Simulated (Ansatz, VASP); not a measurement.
## Two plane-wave programs on MgB2

File INCAR:

```
PREC = Accurate
ENCUT = 520
EDIFF = 1E-6
ISMEAR = 0
SIGMA = 0.15
LREAL = F
LASPH = T
NELM = 80
ALGO = Normal
ISIF = 2
LWAVE = F
LCHARG = F
GGA = PS
NBANDS = 11
```

File KPOINTS:

```
regular mesh
0
Gamma
  18 18 14
```

File POSCAR:

```
MgB2
1.0
    2.9392233386      0.0000000000      0.0000000000
   -1.4696116693      2.5454420786      0.0000000000
    0.0000000000      0.0000000000      3.2240999035
Mg B
1 2
Direct
    0.0000000000      0.0000000000      0.0000000000
    0.3333333333      0.6666666667      0.5000000000
    0.6666666667      0.3333333333      0.5000000000
```

Input for Ansatz:

```yaml
crystal:
  lattice:
    - [2.9392233386, 0.0, 0.0]
    - [-1.4696116693, 2.5454420786, 0.0]
    - [0.0, 0.0, 3.2240999035]
  atoms:
    - { symbol: Mg, position: [0.0, 0.0, 0.0] }
    - { symbol: B, position: [0.3333333333, 0.6666666667, 0.5] }
    - { symbol: B, position: [0.6666666667, 0.3333333333, 0.5] }
basis:
  ecutwfc: 420
kpoints:
  mp_grid: { grid: [18, 18, 14] }
hamiltonian:
  xc: pbesol
scf:
  occupations: { method: gaussian, width: 0.15 }
output:
  forces: true
  stress: true
  eigenvalues: true
```

Change from the starting cell: strain -0.040 along x and y, -0.080 along z, atoms carried along.

Alike in both runs: task single point; functional PBEsol; k mesh 18 × 18 × 14; occupations gaussian, width 0.15 eV; no spin polarisation.

|  | VASP | Ansatz |
| --- | --- | --- |
| version | VASP 6.6.1 | Ansatz 0.2.0 |
| potentials or method | VASP PAW PBE potentials, release 64 (Mg, B) | scalar-relativistic, plane waves, PAW |
| plane-wave cutoff (eV) | 520 | 420 |
| valence electrons in the cell | 8 | 16 |

```tsv
	VASP	Ansatz	Ansatz less VASP
gap on the k mesh at the Fermi level (eV)	none	none	-
pressure (GPa)	32.7	32.3	-0.36
largest component of the traceless stress (GPa)	0.53	0.65	+0.116
```

A gap of «none» marks a metal or a gap that the smearing closes. The two sets of potentials don't hold the same shells in valence.

Caveats: so large a pressure means that the cell lies far from this level's equilibrium, or that cutoff or potentials fall short (VASP); the potentials were made for another functional, which shifts forces and pressure (VASP).
